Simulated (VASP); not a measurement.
# CuI: from the relaxed cell to its vibrations, part 2 of 2

What lattice, stiffness and vibrations does CuI have at one level of theory? The starting structure is a measured crystal structure from the Crystallography Open Database. All runs use LDA.

VASP 6.6.1.

So far. Step 3 (Elastic constants): The elastic tensor has C11 = 70.9, C12 = 49.4, C44 = 26.6 GPa; its Hill averages are a bulk modulus of 56.6 and a shear modulus of 18.5 GPa. Step 4 (Modes of the relaxed cell): The zone-centre modes at 25.222 Å³ an atom are T2 155.6 cm⁻¹.

The database entry behind the starting cell differs from later determinations by our own check (about 0.4 % short), so it need not match the best structure at ambient conditions.

**5. Modes at 0.97 of that volume**

Level of this step: LDA; plane waves and PAW (I, Cu) (VASP).

Shape and positions were first relaxed at this volume, in a run that isn't shown.

INCAR reads:

```
SYSTEM = CuI
PREC = Accurate
ENCUT = 500
EDIFF = 1E-08
NELM = 100
ISMEAR = 0
SIGMA = 0.03
LREAL = .FALSE.
ALGO = Normal
GGA = CA
NBANDS = 15
LASPH = .TRUE.
LORBIT = 11
LWAVE = .FALSE.
LCHARG = .FALSE.
KPAR = 4
IBRION = 8
LEPSILON = .TRUE.
LPEAD = .TRUE.
ISIF = 2
```

POSCAR reads:

```
CuI
1.0
    0.0000000000      2.9030218031      2.9030218031
    2.9030218031      0.0000000000      2.9030218031
    2.9030218031      2.9030218031      0.0000000000
I Cu
1 1
Direct
    0.0000000000      0.0000000000      0.0000000000
    0.7500000000      0.7500000000      0.7500000000
```

KPOINTS reads:

```
Automatic mesh
0
Gamma
12 12 12
0 0 0
```

The projector-augmented-wave data sets are I and Cu (LDA family, release 64).

The run is started by

```console
$ mpirun -np 4 vasp_std
```

Log:

```text
[... set-up lines as in an earlier step ...]
 entering main loop
       N       E                     dE             d eps       ncg     rms          rms(c)
DAV:   1     0.936065748850E+02    0.93607E+02   -0.74883E+03  2160   0.129E+03
DAV:   2    -0.117081493520E+01   -0.94777E+02   -0.87240E+02  2272   0.245E+02
DAV:   3    -0.716342228644E+01   -0.59926E+01   -0.59036E+01  2860   0.651E+01
DAV:   4    -0.733598041631E+01   -0.17256E+00   -0.17246E+00  2549   0.103E+01
[...]
DAV:  15    -0.698765870063E+01    0.21285E-06   -0.11616E-06  3280   0.327E-02    0.174E-03
DAV:  16    -0.698765871967E+01   -0.19037E-07   -0.15307E-07  3300   0.343E-03    0.131E-03
DAV:  17    -0.698765871379E+01    0.58751E-08   -0.94955E-09  1500   0.377E-03
   1 F= -.69876587E+01 E0= -.69876587E+01  d E =-.261069E-11
 Linear response reoptimize wavefunctions to high precision
DAV:   1    -0.698765871318E+01    0.60732E-09   -0.71793E-09  3026   0.160E-03
DAV:   2    -0.698765871327E+01   -0.82991E-10   -0.77290E-10  1444   0.185E-04
 Linear response to external field (no local field effect), progress :
[...]
RMM:  15    -0.775523976583E-01   -0.66740E-08   -0.38006E-09 13993   0.120E-05    0.204E-06
 first order change of Fermi-energy  -0.21150E-03
 force on displaced ion       1 direction 1 :  -4.377   0.000   0.000
 Born effective charge ion    1 direction 1 :  -0.907   0.000   0.000
 Linear response progress:
  Degree of freedom:   2/  2
       N       E                     dE             d eps       ncg     rms          rms(c)
RMM:   1    -0.246724760284E+00   -0.24672E+00   -0.12817E-01 11808   0.528E+00
RMM:   2    -0.246782787243E+00   -0.58027E-04   -0.86206E-03 11528   0.114E+00    0.910E-02
RMM:   3    -0.247173048747E+00   -0.39026E-03   -0.11791E-03 13184   0.279E-01    0.550E-02
RMM:   4    -0.247536449985E+00   -0.36340E-03   -0.11709E-04 14021   0.865E-02    0.578E-03
[...]
RMM:  13    -0.247517600927E+00   -0.26853E-07    0.83914E-10 14791   0.205E-05    0.697E-06
RMM:  14    -0.247517580098E+00    0.20828E-07   -0.38503E-10 14448   0.181E-05    0.400E-06
RMM:  15    -0.247517585682E+00   -0.55837E-08    0.61864E-10 13852   0.127E-05    0.100E-06
 first order change of Fermi-energy   0.55459E-03
 force on displaced ion       2 direction 1 :  -4.306   0.000   0.000
 Born effective charge ion    2 direction 1 :   0.906   0.000   0.000
 Born effective charges drift removed
 Linear response finished
```

Wall time 3.9 min (4 MPI ranks of Intel Xeon 6975P-C (Granite Rapids), shared host); peak memory 2.7 GiB; 14 min of CPU time.

OUTCAR, selected parts (step 5):

```text
  Total        0.5619323      0.5619323      0.5619323     -0.0000000      0.0000000     -0.0000000
  in kB       18.3998248     18.3998248     18.3998248     -0.0000000      0.0000000     -0.0000000
  external PRESSURE =      18.3998248 kB  Pullay stress =       0.0000000 kB

 POSITION                                       TOTAL-FORCE (eV/Angst)
 -----------------------------------------------------------------------------------
      0.00000      0.00000      0.00000        -0.000000     -0.000000     -0.000000
      4.35453      4.35453      4.35453         0.000000      0.000000      0.000000
 -----------------------------------------------------------------------------------
    total drift:                               -0.000000     -0.000000     -0.000000

 MACROSCOPIC STATIC DIELECTRIC TENSOR (including local field effects in DFT)
 ------------------------------------------------------
           6.760071     0.000000     0.000000
           0.000000     6.760071     0.000000
           0.000000     0.000000     6.760071
 ------------------------------------------------------

 MACROSCOPIC STATIC DIELECTRIC TENSOR IONIC CONTRIBUTION
 ------------------------------------------------------
           0.700273    -0.000000    -0.000000
          -0.000000     0.700273    -0.000000
          -0.000000    -0.000000     0.700273
 ------------------------------------------------------

[... 1 part as in an earlier step ...]

[... 1 further part left out ...]
```

The zone-centre modes at 24.465 Å³ an atom are T2 166.7 cm⁻¹.

**6. Modes at 1.03 of that volume**

Shape and positions were first relaxed at this volume, in a run that isn't shown.

INCAR is that of step 5.

POSCAR reads:

```
CuI
1.0
    0.0000000000      2.9616845133      2.9616845133
    2.9616845133      0.0000000000      2.9616845133
    2.9616845133      2.9616845133      0.0000000000
I Cu
1 1
Direct
    0.0000000000      0.0000000000      0.0000000000
    0.7500000000      0.7500000000      0.7500000000
```

KPOINTS is that of step 5.

The run is started by

```console
$ mpirun -np 4 vasp_std
```

Log:

```text
[... set-up lines as in an earlier step ...]
 entering main loop
       N       E                     dE             d eps       ncg     rms          rms(c)
DAV:   1     0.943684389014E+02    0.94368E+02   -0.74837E+03  2160   0.128E+03
DAV:   2    -0.107380610692E+01   -0.95442E+02   -0.87894E+02  2279   0.242E+02
DAV:   3    -0.712833009704E+01   -0.60545E+01   -0.59686E+01  2925   0.648E+01
DAV:   4    -0.729105485656E+01   -0.16272E+00   -0.16264E+00  2599   0.100E+01
[...]
DAV:  14    -0.698947218732E+01    0.86543E-06   -0.13960E-06  3398   0.340E-02    0.810E-03
DAV:  15    -0.698947202973E+01    0.15759E-06   -0.72132E-07  3374   0.232E-02    0.233E-03
DAV:  16    -0.698947203022E+01   -0.49431E-09   -0.84256E-08  3264   0.635E-03
   1 F= -.69894720E+01 E0= -.69894720E+01  d E =-.124045E-13
 Linear response reoptimize wavefunctions to high precision
DAV:   1    -0.698947202520E+01    0.50265E-08   -0.14421E-08  3207   0.377E-03
DAV:   2    -0.698947202525E+01   -0.50250E-10   -0.89367E-10  1486   0.214E-04
 Linear response to external field (no local field effect), progress :
[...]
RMM:  15    -0.783762133993E-01   -0.26937E-08   -0.11708E-09 13367   0.558E-06    0.196E-06
 first order change of Fermi-energy   0.24134E-03
 force on displaced ion       1 direction 1 :  -3.203   0.000   0.000
 Born effective charge ion    1 direction 1 :  -1.007   0.000   0.000
 Linear response progress:
  Degree of freedom:   2/  2
       N       E                     dE             d eps       ncg     rms          rms(c)
RMM:   1    -0.246859587257E+00   -0.24686E+00   -0.12517E-01 11981   0.503E+00
RMM:   2    -0.247063648347E+00   -0.20406E-03   -0.82846E-03 11720   0.105E+00    0.830E-02
RMM:   3    -0.247393895426E+00   -0.33025E-03   -0.99293E-04 13172   0.251E-01    0.486E-02
RMM:   4    -0.247685099089E+00   -0.29120E-03   -0.90225E-05 13885   0.755E-02    0.451E-03
[...]
RMM:  12    -0.247684683033E+00   -0.73799E-07   -0.30753E-10 14447   0.299E-05    0.851E-06
RMM:  13    -0.247684726214E+00   -0.43180E-07    0.10777E-10 14537   0.119E-05    0.118E-05
RMM:  14    -0.247684729528E+00   -0.33149E-08   -0.42262E-10 14455   0.858E-06    0.380E-06
 first order change of Fermi-energy  -0.40337E-04
 force on displaced ion       2 direction 1 :  -3.169   0.000   0.000
 Born effective charge ion    2 direction 1 :   1.007   0.000   0.000
 Born effective charges drift removed
 Linear response finished
```

Elapsed: 3 min, on 4 MPI ranks; peak memory 3 GiB; 11 min of CPU time.

OUTCAR, selected parts (step 6):

```text
  Total       -0.5097871     -0.5097871     -0.5097871      0.0000000      0.0000000      0.0000000
  in kB      -15.7200181    -15.7200181    -15.7200181      0.0000000      0.0000000      0.0000000
  external PRESSURE =     -15.7200181 kB  Pullay stress =       0.0000000 kB

 POSITION                                       TOTAL-FORCE (eV/Angst)
 -----------------------------------------------------------------------------------
      0.00000      0.00000      0.00000        -0.000000     -0.000000     -0.000000
      4.44253      4.44253      4.44253         0.000000      0.000000      0.000000
 -----------------------------------------------------------------------------------
    total drift:                                0.000000      0.000000      0.000000

 MACROSCOPIC STATIC DIELECTRIC TENSOR (including local field effects in DFT)
 ------------------------------------------------------
           6.642624     0.000000    -0.000000
           0.000000     6.642624     0.000000
          -0.000000     0.000000     6.642624
 ------------------------------------------------------

 MACROSCOPIC STATIC DIELECTRIC TENSOR IONIC CONTRIBUTION
 ------------------------------------------------------
           1.109362    -0.000000     0.000000
          -0.000000     1.109362    -0.000000
           0.000000    -0.000000     1.109362
 ------------------------------------------------------

[... 1 part as in an earlier step ...]

[... 1 further part left out ...]
```

The zone-centre modes at 25.979 Å³ an atom are T2 142.9 cm⁻¹.

**7. Comparison**

```csv
run,volume (Å³/atom),T2,core minutes
relaxation,25.222,-,0.36
elastic constants,25.222,-,11.8
modes of the relaxed cell,25.222,155.6,15.1
modes at 0.97 of that volume,24.465,166.7,15.7
modes at 1.03 of that volume,25.979,142.9,12.0
```

Modes are in cm⁻¹, degenerate ones as one, matched by symmetry and order. A number in brackets counts the listed modes of one symmetry from the lowest. The symmetry labels come from an automatic analysis and can be wrong where levels nearly coincide. Core minutes are wall time times ranks of the run shown, on a shared host.

**8. Summary of results**

| Property | Result |
| --- | --- |
| relaxed volume | 25.22 Å³/atom |
| bulk modulus from two volumes | 56.8 GPa |
| Hill shear modulus | 18.5 GPa |
| mode T2 | 155.6 cm⁻¹ |
| Grüneisen parameter of T2 | 2.57 |

At the LDA level CuI relaxes to 25.22 Å³ an atom. The bulk modulus is 56.8 GPa from the pressures at two volumes and 56.6 GPa as the Hill average of the elastic tensor, so the two routes agree. The mode Grüneisen parameters, from the cells at 0.97 and 1.03 of the volume, come to 2.57 (T2). The dielectric constants and Born charges in the logs aren't compared here; at a small gap they can be far off, and in a run without a gap they mean nothing. The frequencies are harmonic, and the splitting of polar modes by their long-range field is left out. All values are for a static lattice. Further runs on this material are not shown.

[Lines on the potential files, build, host, timing and source positions are cut from VASP's logs without a mark.]

[Logs are printed without paths, hosts, clocks, repeated set-up lines and the standing remarks that a program may print on its own settings, such as how far it seeks lower states.]

[Hosts, paths, dates, database ids (printed as entryN), source tags and the programs' standing remarks are cut or masked in the printed files.]
